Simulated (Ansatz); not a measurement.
Crystal: NbAs.

```
Nb As
1.0
    -1.72585    1.72585    5.84000
     1.72585   -1.72585    5.84000
     1.72585    1.72585   -5.84000
Nb As
2 2
Direct
  0.50000 0.00000 0.50000
  0.75000 0.75000 0.00000
  0.91600 0.41600 0.50000
  0.16600 0.16600 0.00000
```

| Item | Value |
| --- | --- |
| Program | Ansatz 0.2.0 |
| Task | relaxation of cell and atoms |
| Functional | PBEsol |
| Potentials or basis | Ansatz PAW |
| Cutoff | 420 eV (not typed: the program's choice for these potentials) |
| k mesh | 11 × 11 × 11 |
| Occupations | fermi-dirac, width 0.05 eV |
| Spin | no spin polarisation |

At the start: volume 17.39 Å³/atom.

**Question.** Where does the relaxation end?

**Answer.** It ends after 4 steps and the volume is 17.15 Å³/atom (-1.4 %); space group I4_1md (No. 109, to 0.05 Å).

The path:
```
step  energy change (eV)  largest force (eV/Å)  volume (Å³)
   1              0.0000                0.2880        69.58
   2             -0.0014                0.1646        67.42
   3             -0.0155                0.0061        68.59
   4             -0.0153                0.0061        68.59
```

Final structure:
```
Nb As
1.0
    -1.71984    1.71984    5.79688
     1.71984   -1.71984    5.79688
     1.71984    1.71984   -5.79688
Nb As
2 2
Direct
  0.49876 0.99876 0.50000
  0.74876 0.74876 0.00000
  0.91724 0.41724 0.50000
  0.16724 0.16724 0.00000
```

Caveat: the plane-wave basis is chosen anew once the cell has moved, so the energies of steps on either side of that aren't comparable; the PAW data sets come from PBE, with cores solved anew for the run's functional, which leaves a small shift of forces and pressure.
